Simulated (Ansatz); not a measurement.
# Li: a single-point run

Aim: a sound single-point run of Li. The structure is shown as the input types it.

Computed with Ansatz 0.2.0 (DFT, r2SCAN, PAW with Ansatz's default frozen-core files, scalar-relativistic, unless a step's input says otherwise).

### Step 1. The starting structure

It takes space group P6_3/mmc (No. 194, hexagonal). The conventional cell has a = 2.995 Å, b = 2.995 Å, c = 5.074 Å, α = 90.00°, β = 90.00°, γ = 120.00°. Li (site symmetry -6m2) is surrounded by 12 Li at 2.99 to 3.07 Å.

As a file:

```
Li
1.0
     2.99456    0.00000    0.00000
    -1.49728    2.59337    0.00000
     0.00000    0.00000    5.07404
Li
2
Direct
  0.33333 0.66667 0.25000
  0.66667 0.33333 0.75000
```

### Step 2. The run

The input, input.yaml:

```yaml
crystal:
  lattice:
    - [2.9945622612, 0.0, 0.0]
    - [-1.4972811306, 2.5933669914, 0.0]
    - [0.0, 0.0, 5.0740371254]
  atoms:
    - { symbol: Li, position: [0.3333333333, 0.6666666667, 0.25] }
    - { symbol: Li, position: [0.6666666667, 0.3333333333, 0.75] }
kpoints:
  mp_grid: { grid: [14, 14, 7] }
scf:
  occupations: { method: fermi_dirac, width: 0.05 }
  max_iter: 50
hamiltonian:
  xc: r2scan
  pseudopotentials: { kind: paw }
output:
  forces: true
  stress: true
  eigenvalues: true
  efg: { contact_densities: true }
basis:
  ecutwfc: 30
```

On the command line:

```console
$ ansatz run input.yaml --threads 1 --pin off --max-ram 2048MiB --backend cpu --events-out ev --progress --plain --runs-dir out
```

**Question.** How will this run end, and is anything wrong with its input?

The program finished normally, with warnings (cutoff below recommended). It gives a pressure of -19 GPa, which is large.

In the input, basis.ecutwfc is 30. The cutoff lies far under what these potentials need. The potentials' recommended cutoff is 500 eV.

Run again and compare: delete basis.ecutwfc (the default then holds).
